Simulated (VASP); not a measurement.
# PbSe (Fm-3m) in VASP: a series of runs

Runs on PbSe. Level: PBEsol. Tasks: relaxation of cell and atoms.

All numbers are computed with VASP 6.6.1; they aren't measurements. Logs are shortened: lines on timing, memory, paths and dates and some standing lists are left out, and cuts for length are marked.

### 1 The crystal as given

It takes space group Fm-3m (No. 225, cubic). The conventional cell has a = 6.105 Å, b = 6.105 Å, c = 6.105 Å, α = 90.00°, β = 90.00°, γ = 90.00°. Pb (site symmetry m-3m) is surrounded by 6 Se at 3.05 Å. Se (site symmetry m-3m) has 6 Pb at 3.05 Å as nearest neighbours.

### 2 Relaxation of cell and atoms, PBEsol

File INCAR:

```
SYSTEM = PbSe
PREC     = Accurate       ! precision mode
ENCUT    = 600            ! plane-wave cutoff, eV
EDIFF    = 1E-7           ! SCF threshold, eV
ISMEAR   = 0              ! smearing method
SIGMA    = 0.03           ! smearing width, eV
LREAL    = .False.        ! projectors in reciprocal space
LASPH    = .True.         ! aspherical terms in the spheres
NELM     = 80             ! most SCF steps
ALGO     = Normal         ! electronic algorithm
ISIF     = 3              ! what is computed and relaxed
LWAVE    = .False.        ! write WAVECAR
LCHARG   = .False.        ! write CHGCAR
GGA      = PS             ! functional
IBRION   = 2              ! ionic algorithm
NSW      = 90             ! ionic steps
EDIFFG   = -0.005         ! ionic threshold
```

File KPOINTS:

```
Automatic mesh
0
Gamma
  10 10 10
  0 0 0
```

File POSCAR:

```
PbSe                                    
1.0
    0.0000000000      3.0522591322      3.0522591322
    3.0522591322      0.0000000000      3.0522591322
    3.0522591322      3.0522591322      0.0000000000
  Pb              Se            
     1     1
Direct
     0.0000000000000000    0.0000000000000000    0.0000000000000000
     0.5000000000000000    0.5000000000000000    0.5000000000000000
```

Potentials or basis: VASP PAW PBE potentials, release 64 (Pb_d, Se).

Command:

```sh
$ cat potpaw_PBE.64/Pb_d/POTCAR potpaw_PBE.64/Se/POTCAR > POTCAR
$ mpirun -np 1 vasp_std > vasp.out
```

OUTCAR:

```text
SYSTEM = PbSe
   PREC = Accurate
   ENCUT = 600
   EDIFF = 1E-7
   ISMEAR = 0
   LREAL = .False.
   LASPH = .True.
   NELM = 80
   ISIF = 3
   GGA = PS
   IBRION = 2
   NSW = 90
   EDIFFG = -0.005

 ion  position               nearest neighbor table
   1  0.000  0.000  0.000-   2 3.05   2 3.05   2 3.05   2 3.05   2 3.05   2 3.05
   2  0.500  0.500  0.500-   1 3.05   1 3.05   1 3.05   1 3.05   1 3.05   1 3.05

  LATTYP: Found a face centered cubic cell.
 ALAT       =     6.1045182644

  Lattice vectors:

 A1 = (   0.0000000000,   3.0522591322,   3.0522591322)
 A2 = (   3.0522591322,   0.0000000000,   3.0522591322)
 A3 = (   3.0522591322,   3.0522591322,   0.0000000000)

Analysis of symmetry for initial positions (statically):
=====================================================================
 Subroutine PRICEL returns:
 Original cell was already a primitive cell.

 Routine SETGRP: Setting up the symmetry group for a
 face centered cubic supercell.

 Subroutine GETGRP returns: Found 48 space group operations
 (whereof 48 operations were pure point group operations)
 out of a pool of 48 trial point group operations.

The static configuration has the point symmetry O_h .

Analysis of symmetry for dynamics (positions and initial velocities):
=====================================================================
 Subroutine PRICEL returns:
 Original cell was already a primitive cell.

 Routine SETGRP: Setting up the symmetry group for a
 face centered cubic supercell.

 Subroutine GETGRP returns: Found 48 space group operations
 (whereof 48 operations were pure point group operations)
 out of a pool of 48 trial point group operations.

The dynamic configuration has the point symmetry O_h .

 Subroutine INISYM returns: Found 48 space group operations
 (whereof 48 operations are pure point group operations),
 and found     1 'primitive' translations

----------------------------------------------------------------------------------------

                                     Primitive cell

  volume of cell :      56.8714

  direct lattice vectors                    reciprocal lattice vectors
     0.000000000  3.052259132  3.052259132    -0.163813090  0.163813090  0.163813090
     3.052259132  0.000000000  3.052259132     0.163813090 -0.163813090  0.163813090
     3.052259132  3.052259132  0.000000000     0.163813090  0.163813090 -0.163813090

  length of vectors
     4.316546261  4.316546261  4.316546261     0.283732595  0.283732595  0.283732595

  position of ions in fractional coordinates (direct lattice)
     0.000000000  0.000000000  0.000000000
     0.500000000  0.500000000  0.500000000

  ion indices of the primitive-cell ions
   primitive index   ion index
                 1           1
                 2           2

----------------------------------------------------------------------------------------

 KPOINTS: Automatic mesh

Automatic generation of k-mesh.
 Grid dimensions read from file:
 generate k-points for:   10   10   10

 Generating k-lattice:

  Cartesian coordinates                     Fractional coordinates (reciprocal lattice)
    -0.016381309  0.016381309  0.016381309     0.100000000  0.000000000  0.000000000
     0.016381309 -0.016381309  0.016381309     0.000000000  0.100000000  0.000000000
     0.016381309  0.016381309 -0.016381309     0.000000000  0.000000000  0.100000000

  Length of vectors
     0.028373259  0.028373259  0.028373259

  Shift w.r.t. Gamma in fractional coordinates (k-lattice)
     0.000000000  0.000000000  0.000000000

 Subroutine IBZKPT returns following result:
 ===========================================

 Found     47 irreducible k-points:

 Following reciprocal coordinates:
            Coordinates               Weight
  0.000000  0.000000  0.000000      1.000000
  0.100000  0.000000  0.000000      8.000000
  0.200000  0.000000  0.000000      8.000000
  0.300000  0.000000  0.000000      8.000000
  0.400000  0.000000  0.000000      8.000000
  0.500000  0.000000  0.000000      4.000000
[... 16 lines left out ...]
  0.300000  0.300000  0.000000      6.000000
  0.400000  0.300000  0.000000     24.000000
 [... further k-points ...]
   k-points           NKPTS =     47   k-points in BZ     NKDIM =     47   number of bands    NBANDS=     14
   number of dos      NEDOS =    301   number of ions     NIONS =      2
   total plane-waves  NPLWV =  46656
   dimension x,y,z NGX =    36 NGY =   36 NGZ =   36
   dimension x,y,z NGXF=    72 NGYF=   72 NGZF=   72
   ions per type =               1   1
   NGX,Y,Z   is equivalent  to a cutoff of  13.86, 13.86, 13.86 a.u.
   NGXF,Y,Z  is equivalent  to a cutoff of  27.73, 27.73, 27.73 a.u.
 SYSTEM =  PbSe
   PREC   = accura    normal or accurate (medium, high low for compatibility)
   ISTART =      0    job   : 0-new  1-cont  2-samecut
   ICHARG =      2    charge: 1-file 2-atom 10-const
   ISPIN  =      1    spin polarized calculation?
[... 75 lines left out ...]
     12       9.7082      0.00000
     13       9.7082      0.00000
     14      11.4436      0.00000

 k-point     2 :       0.1000    0.0000    0.0000
  band No.  band energies     occupation
      1     -11.7484      2.00000
      2     -11.7484      2.00000
      3     -11.7465      2.00000
      4     -11.7433      2.00000
      5     -11.7433      2.00000
      6      -8.5853      2.00000
      7      -1.5730      2.00000
      8       3.1323      2.00000
      9       3.1323      2.00000
     10       3.2940      2.00000
     11       8.9242      0.00000
     12       9.2317      0.00000
     13       9.2317      0.00000
     14      11.2759      0.00000

 k-point     3 :       0.2000    0.0000    0.0000
  band No.  band energies     occupation
      1     -11.7548      2.00000
      2     -11.7548      2.00000
      3     -11.7456      2.00000
      4     -11.7346      2.00000
      5     -11.7346      2.00000
      6      -8.3630      2.00000
      7      -2.2208      2.00000
      8       3.2118      2.00000
      9       3.2118      2.00000
     10       3.7148      2.00000
     11       7.6794      0.00000
     12       8.3278      0.00000
     13       8.3278      0.00000
     14      11.2487      0.00000

 k-point     4 :       0.3000    0.0000    0.0000
  band No.  band energies     occupation
      1     -11.7628      2.00000
      2     -11.7628      2.00000
      3     -11.7448      2.00000
      4     -11.7238      2.00000
      5     -11.7238      2.00000
      6      -8.0389      2.00000
      7      -2.9806      2.00000
      8       3.3352      2.00000
      9       3.3352      2.00000
     10       4.1693      2.00000
     11       6.5938      0.00000
     12       7.4750      0.00000
     13       7.4750      0.00000
     14      11.7114      0.00000

 k-point     5 :       0.4000    0.0000    0.0000
  band No.  band energies     occupation
      1     -11.7693      2.00000
      2     -11.7693      2.00000
      3     -11.7443      2.00000
      4     -11.7151      2.00000
      5     -11.7151      2.00000
      6      -7.7137      2.00000
      7      -3.6120      2.00000
      8       3.4647      2.00000
      9       3.4647      2.00000
     10       4.6076      2.00000
     11       5.7494      0.00000
[... 276 lines left out ...]
 k-point    22 :      -0.2000    0.2000    0.0000
  band No.  band energies     occupation
      1     -11.7699      2.00000
      2     -11.7616      2.00000
      3     -11.7417      2.00000
      4     -11.7295      2.00000
      5     -11.7226      2.00000
      6      -7.9206      2.00000
      7      -2.9490      2.00000
      8       1.9353      2.00000
      9       3.6120      2.00000
     10       4.6184      2.00000
     11       6.0810      0.00000
     12       7.0590      0.00000
     13       9.1846      0.00000
     14      12.2461      0.00000

 k-point    23 :       0.3000    0.3000    0.0000
  band No.  band energies     occupation
      1     -11.8211      2.00000
      2     -11.7596      2.00000
      3     -11.7324      2.00000
      4     -11.7165      2.00000
      5     -11.7165      2.00000
      6      -7.8010      2.00000
      7      -2.5404      2.00000
      8       2.1512      2.00000
      9       2.1512      2.00000
     10       2.3939      2.00000
     11       8.2746      0.00000
     12       9.1102      0.00000
     13       9.9579      0.00000
     14       9.9579      0.00000

 k-point    24 :       0.4000    0.3000    0.0000
  band No.  band energies     occupation
      1     -11.8395      2.00000
      2     -11.7596      2.00000
      3     -11.7338      2.00000
      4     -11.7114      2.00000
      5     -11.7088      2.00000
      6      -7.5444      2.00000
      7      -2.7350      2.00000
      8       1.4740      2.00000
      9       2.0541      2.00000
     10       2.1824      2.00000
     11       8.7953      0.00000
     12       9.1598      0.00000
     13       9.8325      0.00000
     14      10.1782      0.00000

 [... further k-points ...]

------------------------ aborting loop because EDIFF is reached ----------------------------------------

  FORCE on cell =-STRESS in cart. coord.  units (eV):
  Direction    XX          YY          ZZ          XY          YZ          ZX
  --------------------------------------------------------------------------------------
  -------------------------------------------------------------------------------------
  Total       -0.0013240     -0.0013240     -0.0013240     -0.0000000      0.0000000     -0.0000000
  in kB       -0.0372984     -0.0372984     -0.0372984     -0.0000000      0.0000000     -0.0000000
  external PRESSURE =      -0.0372984 kB  Pullay stress =       0.0000000 kB

 VOLUME and BASIS-vectors are now :
 -----------------------------------------------------------------------------
  energy-cutoff  :      600.00
  volume of cell :       56.87
      direct lattice vectors                 reciprocal lattice vectors
     0.000000000  3.052259132  3.052259132    -0.163813090  0.163813090  0.163813090
     3.052259132  0.000000000  3.052259132     0.163813090 -0.163813090  0.163813090
     3.052259132  3.052259132  0.000000000     0.163813090  0.163813090 -0.163813090

 POSITION                                       TOTAL-FORCE (eV/Angst)
 -----------------------------------------------------------------------------------
      0.00000      0.00000      0.00000         0.000000      0.000000     -0.000000
      3.05226      3.05226      3.05226         0.000000      0.000000      0.000000
 -----------------------------------------------------------------------------------
    total drift:                               -0.000000      0.000000      0.000000

  FREE ENERGIE OF THE ION-ELECTRON SYSTEM (eV)
  ---------------------------------------------------
  free  energy   TOTEN  =        -8.9167960415 eV

  energy  without entropy=       -8.9167960127  energy(sigma->0) =       -8.91679603

 reached required accuracy - stopping structural energy minimisation
```

It took 17 s on 1 thread of Intel Xeon 6975P-C (Granite Rapids), shared host; peak memory 0.23 GiB.

What came out:

* Free energy: -8.9168 eV
* Pressure after relaxing: 0.0 GPa
* Band gap on the k mesh: 0.17 eV, direct

Final structure:
```xyz
2
Lattice="0.0000 3.0523 3.0523 3.0523 0.0000 3.0523 3.0523 3.0523 0.0000" Properties=species:S:1:pos:R:3 pbc="T T T"
Pb    0.0000    0.0000    0.0000
Se    3.0523    3.0523    3.0523
```

Caveat: the relaxation stopped at its first step, so nothing moved; the PAW data sets were made with another functional, which shifts forces and pressure a little; spin-orbit coupling is left out, which as a rule narrows the gap of such compounds by several tenths of an eV. A k mesh can miss the band edges.

### 3 Relaxation of cell and atoms, PBEsol

This run uses another cell than the first one, of 28.67 Å³/atom, 1.008 times its volume.

File INCAR:

```
PREC     = Accurate       # precision mode
ENCUT    = 600            # plane-wave cutoff, eV
EDIFF    = 1E-6           # SCF threshold, eV
ISMEAR   = 0              # smearing method
SIGMA    = 0.03           # smearing width, eV
LREAL    = False          # projectors in reciprocal space
LASPH    = True           # aspherical terms in the spheres
NELM     = 80             # most SCF steps
ALGO     = Normal         # electronic algorithm
ISIF     = 3              # what is computed and relaxed
LWAVE    = False          # write WAVECAR
LCHARG   = False          # write CHGCAR
GGA      = PS             # functional
IBRION   = 2              # ionic algorithm
NSW      = 90             # ionic steps
EDIFFG   = -0.01          # ionic threshold
KPAR     = 2
```

File KPOINTS:

```
Automatic mesh
0
Gamma
  10 10 10
```

File POSCAR:

```
PbSe
1.0
    0.0000000000      3.0606500000      3.0606500000
    3.0606500000      0.0000000000      3.0606500000
    3.0606500000      3.0606500000      0.0000000000
Pb Se
1 1
Direct
    0.0000000000      0.0000000000      0.0000000000
    0.5000000000      0.5000000000      0.5000000000
```

Potentials or basis: VASP PAW PBE potentials, release 64 (Pb_d, Se).

Command:

```sh
$ cat potpaw_PBE.64/Pb_d/POTCAR potpaw_PBE.64/Se/POTCAR > POTCAR
$ mpirun -np 2 vasp_std > vasp.out
```

It took 23 s on 2 MPI ranks of Intel Xeon 6975P-C (Granite Rapids), shared host; peak memory 0.22 GiB.

It converged, with:

```yaml
Free_energy: -8.9168 eV
Relaxed_volume: 28.44 Å³/atom
Relaxed_cell: a = 4.317 Å, b = 4.317 Å, c = 4.317 Å, α = 60.00°, β = 60.00°, γ = 60.00°
Space_group_after_relaxing_to_0.05_Å: Fm-3m (No. 225)
Energy_gained_by_relaxing: 0.3 meV/atom
Ionic_steps: 3
Pressure_after_relaxing: 0.0 GPa
Band_gap_on_the_k_mesh: 0.17 eV, direct
```

Step by step:
```
step  energy change (eV)  largest force (eV/Å)  pressure (GPa)  volume (Å³)
   1              0.0000                0.0000           -0.45        57.34
   2             -0.0005                0.0000            0.18        56.68
   3             -0.0007                0.0000            0.00        56.87
```

Final structure:
```cif
data_structure
_symmetry_space_group_name_H-M 'P 1'
_symmetry_Int_Tables_number 1
_cell_length_a 4.3165
_cell_length_b 4.3165
_cell_length_c 4.3165
_cell_angle_alpha 60.000
_cell_angle_beta 60.000
_cell_angle_gamma 60.000
_cell_volume 56.87
loop_
_atom_site_label
_atom_site_type_symbol
_atom_site_fract_x
_atom_site_fract_y
_atom_site_fract_z
_atom_site_occupancy
Pb1 Pb 0.00000 0.00000 0.00000 1
Se1 Se 0.50000 0.50000 0.50000 1
```

Levels at points of the mesh, in eV from the valence-band top:
| k point | band 6 | band 7 | band 8 | band 9 | band 10 | band 11 | band 12 | band 13 | band 14 |
| --- | --- | --- | --- | --- | --- | --- | --- | --- | --- |
| (0.00, 0.00, 0.00) | -13.68 | -6.33 | -1.91 | -1.91 | -1.91 | 4.69 | 4.69 | 4.69 | 6.42 |
| (0.50, 0.00, 0.00) | -12.59 | -8.89 | -1.50 | -1.50 | 0.00 | 0.17 | 1.63 | 1.63 | 8.42 |
| (0.50, 0.50, 0.00) | -12.20 | -7.43 | -5.10 | -3.31 | -3.31 | 3.54 | 5.61 | 5.61 | 6.04 |

Caveat: the PAW data sets were made with another functional, which shifts forces and pressure a little; spin-orbit coupling is left out, which as a rule narrows the gap of such compounds by several tenths of an eV. A k mesh can miss the band edges.

### 4 Relaxation of cell and atoms, PBEsol

Changes to INCAR since step 3:

```diff
@@ -2,3 +2,3 @@
 ENCUT    = 600            # plane-wave cutoff, eV
-EDIFF    = 1E-6           # SCF threshold, eV
+EDIFF    = 1E-7           # SCF threshold, eV
 ISMEAR   = 0              # smearing method
@@ -15,3 +15,3 @@
 NSW      = 90             # ionic steps
-EDIFFG   = -0.01          # ionic threshold
+EDIFFG   = -0.005         # ionic threshold
 KPAR     = 2
```

KPOINTS is that of step 3.

File POSCAR:

```
PbSe                                    
1.0
    0.0000000000      3.0522591323      3.0522591323
    3.0522591323      0.0000000000      3.0522591323
    3.0522591323      3.0522591323      0.0000000000
  Pb              Se            
     1     1
Direct
     0.0000000000000000    0.0000000000000000    0.0000000000000000
     0.5000000000000000    0.5000000000000000    0.5000000000000000
```

Command:

```sh
$ cat potpaw_PBE.64/Pb_d/POTCAR potpaw_PBE.64/Se/POTCAR > POTCAR
$ mpirun -np 2 vasp_std > vasp.out
```

It took 12 s on 2 MPI ranks of Intel Xeon 6975P-C (Granite Rapids), shared host; peak memory 0.22 GiB.

The run converged. Its results:

* Free energy: -8.9168 eV
* Pressure after relaxing: 0.0 GPa
* Band gap on the k mesh: 0.17 eV, direct

Final structure:
```
Pb Se
1.0
     0.00000    3.05226    3.05226
     3.05226    0.00000    3.05226
     3.05226    3.05226    0.00000
Pb Se
1 1
Direct
  0.00000 0.00000 0.00000
  0.50000 0.50000 0.50000
```

Levels at points of the mesh, in eV from the valence-band top:
| k point | band 8 | band 9 | band 10 | band 11 | band 12 | band 13 |
| --- | --- | --- | --- | --- | --- | --- |
| (0.00, 0.00, 0.00) | -1.91 | -1.91 | -1.91 | 4.69 | 4.69 | 4.69 |
| (0.50, 0.00, 0.00) | -1.50 | -1.50 | 0.00 | 0.17 | 1.63 | 1.63 |
| (0.50, 0.50, 0.00) | -5.10 | -3.31 | -3.31 | 3.54 | 5.61 | 5.61 |

Caveat: the relaxation stopped at its first step, so nothing moved; the PAW data sets were made with another functional, which shifts forces and pressure a little; spin-orbit coupling is left out, which as a rule narrows the gap of such compounds by several tenths of an eV.

### 5 Relaxation of cell and atoms, PBEsol

This run uses another cell than the first one, of 28.67 Å³/atom, 1.008 times its volume.

File INCAR:

```
SYSTEM = PbSe
PREC = Accurate
ENCUT = 600
EDIFF = 1E-6
ISMEAR = 0
SIGMA = 0.03
LREAL = .FALSE.
LASPH = .TRUE.
NELM = 80
ALGO = Normal
ISIF = 3
LWAVE = .FALSE.
LCHARG = .FALSE.
GGA = PS
IBRION = 2
NSW = 90
EDIFFG = -0.01
```

File KPOINTS:

```
regular mesh
0
G
  8 8 8
  0 0 0
```

File POSCAR:

```
PbSe
1.0
    0.0000000000      3.0606500000      3.0606500000
    3.0606500000      0.0000000000      3.0606500000
    3.0606500000      3.0606500000      0.0000000000
Pb Se
1 1
Direct
    0.0000000000      0.0000000000      0.0000000000
    0.5000000000      0.5000000000      0.5000000000
```

Command:

```sh
$ cat potpaw_PBE.64/Pb_d/POTCAR potpaw_PBE.64/Se/POTCAR > POTCAR
$ mpirun -np 1 vasp_std > vasp.out
```

It took 33 s on 1 thread of Intel Xeon Platinum 8559C (Emerald Rapids), shared host; peak memory 0.21 GiB.

The run converged. Its results:

| Quantity | Value |
| --- | --- |
| Free energy | -8.9178 eV |
| Relaxed volume | 28.43 Å³/atom |
| Relaxed cell | a = 4.316 Å, b = 4.316 Å, c = 4.316 Å, α = 60.00°, β = 60.00°, γ = 60.00° |
| Space group after relaxing (to 0.05 Å) | Fm-3m (No. 225) |
| Energy gained by relaxing | 0.3 meV/atom |
| Ionic steps | 3 |
| Pressure after relaxing | 0.0 GPa |
| Band gap on the k mesh | 0.17 eV, direct |

The path:
```tsv
step	energy change (eV)	largest force (eV/Å)	pressure (GPa)	volume (Å³)
1	0.0000	0.0000	-0.46	57.34
2	-0.0006	0.0000	0.19	56.66
3	-0.0007	0.0000	0.00	56.86
```

Final structure:
```yaml
crystal:
  lattice:
    - [0.00000, 3.05199, 3.05199]
    - [3.05199, 0.00000, 3.05199]
    - [3.05199, 3.05199, 0.00000]
  atoms:
    - { symbol: Pb, position: [0.00000, 0.00000, 0.00000] }
    - { symbol: Se, position: [0.50000, 0.50000, 0.50000] }
```

Levels at points of the mesh, in eV from the valence-band top:
```csv
k point,band 6,band 7,band 8,band 9,band 10,band 11,band 12,band 13,band 14
"(0.00, 0.00, 0.00)",-13.69,-6.32,-1.92,-1.92,-1.92,4.69,4.69,4.69,6.42
"(0.50, 0.00, 0.00)",-12.59,-8.89,-1.50,-1.50,0.00,0.17,1.63,1.63,8.42
"(0.50, 0.50, 0.00)",-12.20,-7.43,-5.10,-3.31,-3.31,3.54,5.61,5.61,6.04
```

Caveat: the PAW data sets were made with another functional, which shifts forces and pressure a little; spin-orbit coupling is left out, which as a rule narrows the gap of such compounds by several tenths of an eV. A k mesh can miss the band edges.
